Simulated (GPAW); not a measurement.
Write an ASE script for GPAW 26.7.0 that does the following.

* Task: relaxation of cell and atoms
* Functional: PBE
* Dispersion: D4
* Potentials or basis: GPAW PAW data sets (gpaw-data 1.2.1)
* Cutoff: 600 eV
* Basis: pw
* k mesh: 8 × 8 × 8
* Occupations: fermi-dirac, width 0.05 eV
* Spin: no spin polarisation
* Maxiter: 150
* Optimizer: LBFGS
* Fmax: 0.01 eV/Å
* Max steps: 60
* Convergence: density=1e-05 forces=0.0001

The system is Ge.

```xyz
2
Lattice="0.0000 2.8289 2.8289 2.8289 0.0000 2.8289 2.8289 2.8289 0.0000" Properties=species:S:1:pos:R:3 pbc="T T T"
Ge    4.2434    4.2434    4.2434
Ge    2.8289    2.8289    2.8289
```

One way to write it, as run:

run.py

```python
from ase import Atoms
from ase.calculators.mixing import SumCalculator
from ase.filters import FrechetCellFilter
from ase.io import write
from ase.optimize import LBFGS
from dftd4.ase import DFTD4
from gpaw import GPAW, PW

atoms = Atoms(['Ge', 'Ge'],
              cell=[[0.0, 2.82891, 2.82891],
                    [2.82891, 0.0, 2.82891],
                    [2.82891, 2.82891, 0.0]],
              scaled_positions=[[0.75, 0.75, 0.75],
                                [0.5, 0.5, 0.5]],
              pbc=True)

calc = GPAW(mode=PW(600),
            xc='PBE',
            kpts={'size': (8, 8, 8), 'gamma': True},
            occupations={'name': 'fermi-dirac', 'width': 0.05},
            nbands=11,
            convergence={'density': 1e-05, 'forces': 0.0001},
            maxiter=150,
            txt='gpaw.txt')
atoms.calc = SumCalculator([calc, DFTD4(method='pbe')])
opt = LBFGS(FrechetCellFilter(atoms), trajectory='relax.traj', logfile='-')
done = opt.run(fmax=0.01, steps=60)
calc.write('gs.gpw')
write('result.traj', atoms)
print('Converged:', done)
print('Cell:', atoms.cell.cellpar().round(4))
print('Volume:', round(atoms.get_volume(), 4))
print(atoms.get_scaled_positions().round(5))
```

Potentials or basis: GPAW PAW data sets (gpaw-data 1.2.1), pw.

Launch:

```bash
$ OMP_NUM_THREADS=1 python run.py
```

Results of the run:

| Item | Value |
| --- | --- |
| Relaxed volume | 23.16 Å³/atom |
| Relaxed cell | a = 4.031 Å, b = 4.031 Å, c = 4.031 Å, α = 60.00°, β = 60.00°, γ = 60.00° |
| Space group after relaxing (to 0.05 Å) | Fd-3m (No. 227) |
| Energy gained by relaxing | 2.7 meV/atom |
| Ionic steps | 3 |
| Pressure after relaxing | 0.0 GPa |
| Band gap on the k mesh | none (metal or under the smearing width) |
| Dispersion energy per atom | -0.320 eV |

Caveat: later steps reuse the first step's grids; pairwise dispersion overbinds metals, which lowers pressure and volume; this crystal is a semiconductor, whose small gap the functional closes, so the metal is an error of the method.

Run time: 29 s on 1 thread of Arm Neoverse V1 (shared host), peak memory 0.17 GiB.
